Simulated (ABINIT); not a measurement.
Hf, 1 atom in the cell. The typed cell holds 1 atom: a = 3.098 Å, b = 3.104 Å, c = 3.119 Å, α = 110.43°, β = 109.32°, γ = 107.05°. This isn't the form of Hf at room conditions, which is hcp. The cell isn't the ideal one: cell strained at random at fixed volume.

* Program: ABINIT 10.8.3 (patched build)
* Task: single point
* Functional: PBEsol
* Potentials or basis: PseudoDojo NC SR PBEsol v0.4.1 standard
* Cutoff: 789 eV
* k mesh: 10 × 10 × 10
* Occupations: fermi-dirac, width 0.05 eV
* Spin: no spin polarisation

Potentials or basis: PseudoDojo NC SR PBEsol v0.4.1 standard.

The run is started by

```sh
$ abinit run.abi > log 2>&1
```

Hardware: 1 thread of Arm Neoverse V2, with other jobs on the host.

Q: Estimate the wall time of this run.

A: Wall time 110 s on 1 thread of Arm Neoverse V2, with other jobs on the host, peak memory 0.15 GiB. Counts: scf iterations 7, mpi ranks 1, k points 504, bands 10, plane waves 1200.
